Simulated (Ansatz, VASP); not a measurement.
# One calculation of P, two programs

Contents of INCAR:

```
SYSTEM = P
PREC = Accurate
ENCUT = 520
EDIFF = 1E-6
ISMEAR = -1
SIGMA = 0.05
LREAL = .False.
LASPH = .True.
NELM = 80
ALGO = Normal
ISIF = 2
LWAVE = .False.
LCHARG = .False.
GGA = PE
NBANDS = 12
```

Contents of KPOINTS:

```
Automatic mesh
0
Gamma
  15 15 8
  0 0 0
```

Contents of POSCAR:

```
P
1.0
    2.7053825630      0.0000000000      0.0000000000
   -1.3526912815      2.3429300266      0.0000000000
    0.0000000000      0.0000000000      4.5876880108
P
2
Direct
    0.3333333333      0.6666666667      0.2500000000
    0.6666666667      0.3333333333      0.7761569661
```

Input for Ansatz:

```yaml
crystal:
  lattice:
    - [2.705382563, 0.0, 0.0]
    - [-1.3526912815, 2.3429300266, 0.0]
    - [0.0, 0.0, 4.5876880108]
  atoms:
    - { symbol: P, position: [0.3333333333, 0.6666666667, 0.25] }
    - { symbol: P, position: [0.6666666667, 0.3333333333, 0.7761569661] }
kpoints:
  mp_grid: { grid: [15, 15, 8] }
scf:
  occupations: { method: fermi_dirac, width: 0.05 }
hamiltonian:
  xc: pbe
  pseudopotentials: { kind: all_electron, lapw: { basis_error: 0.001 } }
output:
  forces: true
  stress: true
  eigenvalues: true
```

Alike in both runs: task single point; functional PBE; k mesh 15 × 15 × 8; occupations fermi-dirac, width 0.05 eV; no spin polarisation.

|  | VASP | Ansatz |
| --- | --- | --- |
| version | VASP 6.6.1 | Ansatz 0.2.0 |
| potentials or method | VASP PAW PBE potentials, release 64 (P) | all-electron LAPW, scalar-relativistic |
| plane-wave cutoff (eV) | 520 | see its input |

Ansatz gave:

| Property | Result |
| --- | --- |
| pressure (GPa) | 0.8 |
| largest component of the traceless stress (GPa) | 0.23 |
| rms of the force components (eV/Å) | 0.036 |

Question: Estimate VASP's values.

Answer: Pressure (GPa): 0.6; largest component of the traceless stress (GPa): 0.22; rms of the force components (eV/Å): 0.042.

Atom by atom the forces differ by 0.006 eV/Å (rms over components). Ansatz ran all-electron here, so the differences hold the error of VASP's frozen core and of both bases.
